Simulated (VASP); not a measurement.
# Input and output of a VASP PBE single-point calculation on SnO2 (fluorite)

INCAR

```
NELM = 120
LREAL = .FALSE.
ISMEAR = -1
NBANDS = 20
LASPH = .TRUE.
SIGMA = 0.02
EDIFF = 1E-7
NSW = 0
ISIF = 2
PREC = Accurate
IBRION = -1
LWAVE = .FALSE.
LCHARG = .FALSE.
GGA = PE
ENCUT = 520
```

KPOINTS

```
KPOINTS created by Atomic Simulation Environment
0
Gamma
8 8 8
0 0 0
```

KPOINTS_OPT

```
special points
6
Reciprocal
0.0000000000 0.0000000000 0.0000000000 1
0.5000000000 0.0000000000 0.5000000000 1
0.5000000000 0.2500000000 0.7500000000 1
0.3750000000 0.3750000000 0.7500000000 1
0.5000000000 0.5000000000 0.5000000000 1
0.6250000000 0.2500000000 0.6250000000 1
```

POSCAR

```
Sn O
 1.0000000000000000
     0.0000000000000000    2.5334669720086236    2.5334669720086236
     2.5334669720086236    0.0000000000000000    2.5334669720086236
     2.5334669720086236    2.5334669720086236    0.0000000000000000
 Sn  O
   1   2
Cartesian
 -0.0000000000000000  0.0000000000000000  0.0000000000000000
  1.2667334860043118  1.2667334860043118  1.2667334860043118
  3.8002004580129354  3.8002004580129354  3.8002004580129354
```

VASP ran with the recommended PBE PAW datasets (26 valence electrons in the cell).

Command

```
mpirun -np 1 vasp_std
```

OSZICAR

```
N       E                     dE             d eps       ncg     rms          rms(c)
DAV:   1     0.252147242659E+03    0.25215E+03   -0.13569E+04  1212   0.205E+03
DAV:   2     0.450683265566E+01   -0.24764E+03   -0.23503E+03  1264   0.506E+02
DAV:   3    -0.203868805837E+02   -0.24894E+02   -0.24626E+02  1348   0.135E+02
DAV:   4    -0.210577837663E+02   -0.67090E+00   -0.67031E+00  1300   0.232E+01
DAV:   5    -0.210723326454E+02   -0.14549E-01   -0.14547E-01  1432   0.354E+00    0.110E+01
DAV:   6    -0.178559232096E+02    0.32164E+01   -0.10995E+01  1756   0.568E+01    0.392E+00
DAV:   7    -0.178814455804E+02   -0.25522E-01   -0.67560E-01  1244   0.589E+00    0.196E+00
DAV:   8    -0.178682528780E+02    0.13193E-01   -0.64101E-02  1292   0.256E+00    0.363E-01
DAV:   9    -0.178663867771E+02    0.18661E-02   -0.10871E-02  1708   0.164E+00    0.828E-02
DAV:  10    -0.178669031442E+02   -0.51637E-03   -0.13296E-03  1248   0.369E-01    0.196E-02
DAV:  11    -0.178669076333E+02   -0.44891E-05   -0.43344E-05  1576   0.960E-02    0.137E-02
DAV:  12    -0.178669086804E+02   -0.10471E-05   -0.60882E-06  1260   0.201E-02    0.385E-03
DAV:  13    -0.178669086198E+02    0.60590E-07   -0.10919E-06  1308   0.122E-02    0.111E-03
DAV:  14    -0.178669086817E+02   -0.61884E-07   -0.62651E-08  1080   0.333E-03
   1 F= -.17866909E+02 E0= -.17866907E+02  d E =-.327295E-05
       N       E                     dE             ncg
DAV:   1     0.195967042826E+04   -0.41606E+04      244
DAV:   2     0.504142009523E+03   -0.14555E+04      268
DAV:   3     0.348404694900E+03   -0.15574E+03      284
DAV:   4     0.344432826679E+03   -0.39719E+01      260
DAV:   5     0.344349925378E+03   -0.82901E-01      300
DAV:   6     0.344347209293E+03   -0.27161E-02      264
DAV:   7     0.344347037115E+03   -0.17218E-03      332
DAV:   8     0.344347032870E+03   -0.42450E-05      248
DAV:   9     0.344347032680E+03   -0.18940E-06      236
DAV:  10     0.344347032671E+03   -0.89929E-08      168
```

From OUTCAR

```
k-points           NKPTS =     29   k-points in BZ     NKDIM =     29   number of bands    NBANDS=     20

   NELECT =      26.0000    total number of electrons

   dimension x,y,z NGX =    28 NGY =   28 NGZ =   28
   dimension x,y,z NGXF=    56 NGYF=   56 NGZF=   56

  energy-cutoff  :      520.00
  volume of cell :       32.52
      direct lattice vectors                 reciprocal lattice vectors
     0.000000000  2.533466972  2.533466972    -0.197358010  0.197358010  0.197358010
     2.533466972  0.000000000  2.533466972     0.197358010 -0.197358010  0.197358010
     2.533466972  2.533466972  0.000000000     0.197358010  0.197358010 -0.197358010

 k-points in reciprocal lattice and weights: KPOINTS created by Atomic Simulation Env
   0.00000000  0.00000000  0.00000000       0.002
   0.12500000  0.00000000  0.00000000       0.016
   0.25000000  0.00000000  0.00000000       0.016
   0.37500000  0.00000000  0.00000000       0.016
   0.50000000  0.00000000  0.00000000       0.008
   0.12500000  0.12500000  0.00000000       0.012
   0.25000000  0.12500000  0.00000000       0.047
   0.37500000  0.12500000  0.00000000       0.047
   ...

 E-fermi :   8.1986

 k-point     1 :       0.0000    0.0000    0.0000
  band No.  band energies     occupation
      1     -12.5269      2.00000
      2     -12.5269      2.00000
      3     -12.5269      2.00000
      4     -12.3690      2.00000
      5     -12.3690      2.00000
      6     -11.6959      2.00000
      7      -7.7412      2.00000
      8       5.1049      2.00000
      9       5.1049      2.00000
     10       5.1049      2.00000
     11       6.6390      2.00000
     12       6.6390      2.00000
     13       6.6390      2.00000
     14       8.3179      0.00513
     15      15.1690      0.00000
     16      15.1690      0.00000
     17      15.1690      0.00000
     18      21.5598      0.00000
     19      23.3672      0.00000
     20      23.3672      0.00000

 k-point     2 :       0.1250    0.0000    0.0000
  band No.  band energies     occupation
      1     -12.5955      2.00000
      2     -12.5144      2.00000
      3     -12.5144      2.00000
      4     -12.3694      2.00000
      5     -12.3694      2.00000
      6     -11.5278      2.00000
      7      -7.7291      2.00000
      8       4.5350      2.00000
      9       5.0214      2.00000
     10       5.0214      2.00000
     11       5.7430      2.00000
     12       6.5297      2.00000
     13       6.5297      2.00000
     14       9.6450      0.00000
     15      15.0379      0.00000
     16      15.5624      0.00000
     17      15.5624      0.00000
     18      22.6256      0.00000
     19      23.4147      0.00000
     20      23.4147      0.00000

 k-point     3 :       0.2500    0.0000    0.0000
  band No.  band energies     occupation
      1     -12.7792      2.00000
      2     -12.4908      2.00000
      3     -12.4908      2.00000
      4     -12.3631      2.00000
      5     -12.3631      2.00000
      6     -11.0004      2.00000
      7      -7.8278      2.00000
      8       3.2987      2.00000
      9       4.8367      2.00000
     10       4.8367      2.00000
     11       4.9446      2.00000
     12       6.2680      2.00000
     13       6.2680      2.00000
     14      11.3633      0.00000
     15      15.1631      0.00000
     16      16.6000      0.00000
     17      16.6000      0.00000
     18      23.5237      0.00000
     19      23.5237      0.00000
     20      24.3242      0.00000

 k-point     4 :       0.3750    0.0000    0.0000
  band No.  band energies     occupation
      1     -12.9608      2.00000
      2     -12.4796      2.00000
      3     -12.4796      2.00000
      4     -12.3439      2.00000
      5     -12.3439      2.00000
      6     -10.1947      2.00000
      7      -8.2534      2.00000
      8       2.4217      2.00000
      9       4.3538      2.00000
     10       4.6729      2.00000
     11       4.6729      2.00000
     12       6.0089      2.00000
     13       6.0089      2.00000
     14      12.5377      0.00000
     15      15.7423      0.00000
     16      17.8538      0.00000
     17      17.8538      0.00000
     18      23.5429      0.00000
     19      23.5430      0.00000
     20      24.1617      0.00000

 k-point     5 :       0.5000    0.0000    0.0000
  band No.  band energies     occupation
      1     -13.0334      2.00000
      2     -12.4785      2.00000
      3     -12.4785      2.00000
      4     -12.3323      2.00000
      5     -12.3323      2.00000
      6      -9.5369      2.00000
      7      -8.7746      2.00000
      8       2.1414      2.00000
      9       4.1183      2.00000
     10       4.6106      2.00000
     11       4.6106      2.00000
     12       5.9020      2.00000
     13       5.9020      2.00000
     14      12.9513      0.00000
     15      16.0916      0.00000
     16      18.4956      0.00000
     17      18.4956      0.00000
     18      23.4584      0.00000
     19      23.4584      0.00000
     20      23.7543      0.00000

 k-point     6 :       0.1250    0.1250    0.0000
  band No.  band energies     occupation
      1     -12.6218      2.00000
      2     -12.5027      2.00000
      3     -12.5027      2.00000
      4     -12.3791      2.00000
      5     -12.3621      2.00000
      6     -11.4870      2.00000
      7      -7.7092      2.00000
      8       4.5545      2.00000
      9       4.5545      2.00000
     10       4.8139      2.00000
     11       5.4649      2.00000
     12       6.8869      2.00000
     13       6.8869      2.00000
     14       9.7351      0.00000
     15      14.5019      0.00000
     16      15.9484      0.00000
     17      15.9484      0.00000
     18      22.4956      0.00000
     19      23.5524      0.00000
     20      23.6978      0.00000

 k-point     7 :       0.2500    0.1250    0.0000
  band No.  band energies     occupation
      1     -12.7403      2.00000
      2     -12.5061      2.00000
      3     -12.4765      2.00000
      4     -12.3866      2.00000
      5     -12.3536      2.00000
      6     -11.0953      2.00000
      7      -7.7322      2.00000
      8       3.2384      2.00000
      9       4.1493      2.00000
     10       4.2962      2.00000
     11       5.7574      2.00000
     12       6.6416      2.00000
     13       6.9311      2.00000
     14      10.9803      0.00000
     15      14.4236      0.00000
     16      16.7621      0.00000
     17      16.9212      0.00000
     18      22.3771      0.00000
     19      23.7743      0.00000
     20      25.2587      0.00000

 k-point     8 :       0.3750    0.1250    0.0000
  band No.  band energies     occupation
      1     -12.8924      2.00000
      2     -12.5253      2.00000
      3     -12.4612      2.00000
      4     -12.3824      2.00000
      5     -12.3383      2.00000
      6     -10.3710      2.00000
      7      -8.0223      2.00000
      8       2.0994      2.00000
      9       3.8813      2.00000
     10       3.9527      2.00000
     11       5.7527      2.00000
     12       6.2592      2.00000
     13       6.7339      2.00000
     14      12.1702      0.00000
     15      15.2247      0.00000
     16      17.6534      0.00000
     17      18.0915      0.00000
     18      21.8363      0.00000
     19      23.9442      0.00000
     20      26.0140      0.00000

 k-point     9 :       0.5000    0.1250    0.0000
  band No.  band energies     occupation
      1     -12.9862      2.00000
      2     -12.5373      2.00000
      3     -12.4593      2.00000
      4     -12.3682      2.00000
      5     -12.3322      2.00000
      6      -9.5275      2.00000
      7      -8.6340      2.00000
      8       1.5600      2.00000
      9       3.6905      2.00000
     10       4.0577      2.00000
     11       5.1779      2.00000
     12       6.4203      2.00000
     13       6.4865      2.00000
     14      12.8096      0.00000
     15      16.1387      0.00000
     16      18.2547      0.00000
     17      18.7686      0.00000
     18      21.3133      0.00000
     19      23.7284      0.00000
     20      26.0125      0.00000

 k-point    10 :      -0.3750    0.1250    0.0000
  band No.  band energies     occupation
      1     -12.9574      2.00000
      2     -12.5457      2.00000
      3     -12.4611      2.00000
      4     -12.3589      2.00000
      5     -12.3499      2.00000
      6      -9.7516      2.00000
      7      -8.4616      2.00000
      8       1.6531      2.00000
      9       3.8729      2.00000
     10       4.4754      2.00000
     11       4.7099      2.00000
     12       6.0935      2.00000
     13       6.8242      2.00000
     14      12.7130      0.00000
     15      16.0736      0.00000
     16      18.2338      0.00000
     17      18.3087      0.00000
     18      21.5511      0.00000
     19      23.4873      0.00000
     20      26.1783      0.00000

 ...

  Total        2.0280921      2.0280921      2.0280921      0.0000000     -0.0000000      0.0000000
  in kB       99.9131199     99.9131199     99.9131199      0.0000000     -0.0000000      0.0000000
  external PRESSURE =      99.9131199 kB  Pullay stress =       0.0000000 kB

 POSITION                                       TOTAL-FORCE (eV/Angst)
 -----------------------------------------------------------------------------------
      0.00000      0.00000      0.00000        -0.000000      0.000000      0.000000
      1.26673      1.26673      1.26673        -0.000000     -0.000000     -0.000000
      3.80020      3.80020      3.80020         0.000000      0.000000      0.000000
 -----------------------------------------------------------------------------------
    total drift:                               -0.000000     -0.000000      0.000000

  FREE ENERGIE OF THE ION-ELECTRON SYSTEM (eV)
  ---------------------------------------------------
  free  energy   TOTEN  =       -17.8669086817 eV

  energy  without entropy=      -17.8669054088  energy(sigma->0) =      -17.86690705
```

```json
{
 "gap between bands v and c": "0.28 eV",
 "least direct gap": "1.68 eV",
 "pressure": "10.0 GPa"
}
```

Band v is the last that the valence electrons fill when counted band by band, and c is the next.

The run took about 10 s on one core of a shared host (Intel Xeon 6975P-C) and held 0.17 GiB at most.
